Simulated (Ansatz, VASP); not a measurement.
**AlPt: VASP beside Ansatz**

```
Al Pt
1.0
     3.06072    0.00000    0.00000
     0.00000    3.06072    0.00000
     0.00000    0.00000    3.06072
Al Pt
1 1
Direct
  0.00000 0.00000 0.00000
  0.50000 0.50000 0.50000
```

Alike in both runs: functional PBEsol; k mesh 16 × 16 × 16; occupations fermi-dirac, width 0.15 eV; no spin polarisation.

Ansatz relaxed the structure, and its values are those at the end. VASP's run is a single point on that final structure, the one shown.

|  | VASP | Ansatz |
| --- | --- | --- |
| version | VASP 6.6.1 | Ansatz 0.2.0 |
| potentials or method | VASP PAW PBE potentials, release 64 (Al, Pt) | scalar-relativistic, plane waves, PAW |
| plane-wave cutoff (eV) | 520 | 420 |
| valence electrons in the cell | 13 | 21 |

```csv
,VASP,Ansatz,Ansatz less VASP
gap on the k mesh at the Fermi level (eV),none,none,-
pressure (GPa),-0.1,0.0,+0.06
```

A gap of «none» marks a metal or a gap that the smearing closes. With one functional, cell and mesh, what is left measures potentials, basis and numerics. The two sets of potentials don't hold the same shells in valence.

Caveats: the PAW data sets were made with another functional, which shifts forces and pressure a little (VASP). Spin-orbit coupling is left out, which matters for the levels of Pt.
